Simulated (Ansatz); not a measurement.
# Ni: the cost of one run

Method: DFT PBE, scalar-relativistic, plane waves, PAW, in Ansatz 0.2.0.

2 further runs of the same task are left out: 1 that didn't finish, 1 set aside as unsound or not needed.

## (1) Starting point

Symmetry: Fm-3m, No. 225, cubic system. Conventional cell: a = 3.518 Å, b = 3.518 Å, c = 3.518 Å, α = 90.00°, β = 90.00°, γ = 90.00°. Around Ni (site symmetry m-3m) lie 12 Ni at 2.49 Å.

Structure file:

```
CELL_PARAMETERS angstrom
0.00000 1.75924 1.75924
1.75924 0.00000 1.75924
1.75924 1.75924 0.00000
ATOMIC_POSITIONS crystal
Ni 0.00000 0.00000 0.00000
```

It is the result of an earlier relaxation at this level (volume 10.89 Å³/atom; gap on the mesh: none (metal), site moments up to 0.7 μB).

## (2) Building the zigzag chain

A free-standing chain of the crystal's atoms, periodic along c. Atoms and period relax; energies count from the bulk, -5839.7214 eV an atom.

The cell holds 2 Ni: a = 10.000 Å, b = 9.300 Å, c = 4.030 Å, α = 90.00°, β = 90.00°, γ = 90.00°.

## (3) Relaxing it

Pressure and volume refer to the whole cell with its vacuum; only the period along c may change.

Contents of input.yaml:

```yaml
crystal:
  lattice:
    - [10.0, 0.0, 0.0]
    - [0.0, 9.3, 0.0]
    - [0.0, 0.0, 4.0304594108]
  atoms:
    - { symbol: Ni, position: [0.4496192574, 0.5, 0.0], spin: 1.5 }
    - { symbol: Ni, position: [0.5503807426, 0.5, 0.5], spin: 1.5 }
basis:
  ecutwfc: 420
kpoints:
  mp_grid: { grid: [1, 1, 16] }
hamiltonian:
  xc: pbe
scf:
  occupations: { method: gaussian, width: 0.05 }
output:
  forces: true
  stress: true
  eigenvalues: true
  populations: true
  write_density: true
  write_potential: true
  elf: true
  volumetric_format: npy
magnetization:
  spin_polarized: true
relax:
  adjacent_minimum: "off"
  f_tol: 0.01
  max_steps: 45
  cell: { fix: [a, b, alpha, beta, gamma], stress_tol: 0.03 }
```

Run with:

```console
$ ansatz run input.yaml --threads 2 --pin off --max-ram 5120MiB --backend cpu --events-out ev --progress --plain --runs-dir out
```

**Question.** How long does this run take on 2 threads of AMD EPYC 9R45 (Zen 5), shared host, and how much memory does it need?

About 37 s, with a peak of 0.7 GiB.
